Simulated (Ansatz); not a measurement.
# ZrC: the cost of one run

Method: DFT r2SCAN, scalar-relativistic, plane waves, PAW, in Ansatz 0.2.0.

**1. The starting structure**

Symmetry: P6_3/mmc, No. 194, hexagonal system. The conventional cell has a = 3.391 Å, b = 3.391 Å, c = 5.290 Å, α = 90.00°, β = 90.00°, γ = 120.00°. Around Zr (site symmetry -6m2) lie 6 C at 2.36 Å. C (site symmetry -3m) is surrounded by 6 Zr at 2.36 Å.

Structure file:

```xyz
4
Lattice="3.3915 0.0000 0.0000 -1.6957 2.9371 0.0000 0.0000 0.0000 5.2901" Properties=species:S:1:pos:R:3 pbc="T T T"
Zr    0.0000    1.9581    1.3225
Zr    1.6957    0.9790    3.9675
C     0.0000    0.0000    0.0000
C     0.0000    0.0000    2.6450
```

The structure comes from the Materials Project (structure only).

**2. Another functional, on a distorted cell: r2SCAN**

Against the listed cell: strain xx, yy, zz, yz, xz, xy = +0.3, +0.3, +0.3, +0.0, +0.0, +0.0 %.

input.yaml reads:

```yaml
crystal:
  lattice:
    - [3.4022272516, 0.0, 0.0]
    - [-1.7011136258, 2.9464152293, 0.0]
    - [0.0, 0.0, 5.306822468]
  atoms:
    - { symbol: Zr, position: [0.33333333, 0.66666667, 0.25] }
    - { symbol: Zr, position: [0.66666667, 0.33333333, 0.75] }
    - { symbol: C, position: [0.0, 0.0, 0.0] }
    - { symbol: C, position: [0.0, 0.0, 0.5] }
basis:
  ecutwfc: 500
kpoints:
  mp_grid: { grid: [15, 15, 8] }
hamiltonian:
  xc: r2scan
scf:
  occupations: { method: gaussian, width: 0.1 }
output:
  forces: true
  stress: true
  eigenvalues: true
```

What time and memory should one allow on 1 thread of an Arm CPU, shared host?

About 32 s, with a peak of 0.52 GiB.
